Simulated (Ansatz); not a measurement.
BaTiO3 (R3m), a vibration from a frozen displacement

Computed with Ansatz, DFT r2SCAN, scalar-relativistic, plane waves, PAW. Cutoff 500 eV, Γ-centred 6×6×6 k-points, Gaussian smearing of 0.05 eV. Spin–orbit coupling is left out, which matters for the heavy elements here. No spin polarisation. Energies are free energies at this smearing, counted from the undisturbed cell; pressure is positive in compression.

Zero of the scan (relaxed at this level; it needn't be the usual structure):

```yaml
crystal:
  lattice:
    - [2.84005, 1.63971, 2.33143]
    - [-2.84005, 1.63971, 2.33143]
    - [0.00000, -3.27941, 2.33143]
  atoms:
    - { symbol: Ba, position: [0.00279, 0.00279, 0.00279] }
    - { symbol: Ti, position: [0.51625, 0.51625, 0.51625] }
    - { symbol: O, position: [0.48975, 0.48975, 0.98016] }
    - { symbol: O, position: [0.48975, 0.98016, 0.48975] }
    - { symbol: O, position: [0.98016, 0.48975, 0.48975] }
```

Atom 3 (O) is moved by x along the Cartesian unit vector (0.000, 0.000, 1.000); the cell and all other atoms stay fixed. The cell's volume is 65.14 Å³; the moved atoms weigh 15.999 u together and the others 217.192 u.

| x (Å) | ΔE (meV/cell) | total force on the moved atoms along the move (eV/Å) | pressure (GPa) |
| --- | --- | --- | --- |
| -0.2000 | 154.15 | 1.5999 | 2.9867 |
| -0.1500 | 85.05 | 1.1673 | 2.0634 |
| -0.1000 | 37.06 | 0.7560 | 1.2535 |
| -0.0500 | 9.08 | 0.3669 | 0.5626 |
| 0.0000 | 0.00 | -0.0001 | -0.0046 |
| 0.0500 | 8.74 | -0.3463 | -0.4422 |
| 0.1000 | 34.32 | -0.6743 | -0.7478 |
| 0.1500 | 75.92 | -0.9874 | -0.9184 |
| 0.1750 | 102.51 | -1.1398 | -0.9523 |
| 0.2000 | 132.89 | -1.2904 | -0.9517 |

Problem. What frequency belongs to this motion?

Solution. The force constant is k = −dF/dx = 7.132 eV/Å², from the parabola through x = -0.0500, 0 and 0.0500. In every cell the moved atoms swing against the rest, so the mass is μ = m₁m₂/(m₁ + m₂) = 14.901 u, and ν̃ = 521.5 cm⁻¹ × √(|k|/μ) = 361 cm⁻¹. The pattern needn't be a normal mode: ν̃² is then a weighted mean of the squared nonzero frequencies at the zone centre of this cell, taken without macroscopic field, so it lies between the lowest and the highest of them.

Problem. How far does the harmonic law reach?

Solution. At x = -0.200 Å, kx²/2 = 142.64 meV against the computed 154.15 meV (+8.1 %): the well stiffens in this direction at large amplitude.

Many cubic perovskites lower their energy by tilts or polar distortions; a scan of this one displacement doesn't rule them out.

Cost: 10 runs of about 1.9 core-minutes in all, on Intel Xeon 6975P-C (Granite Rapids) (shared hosts).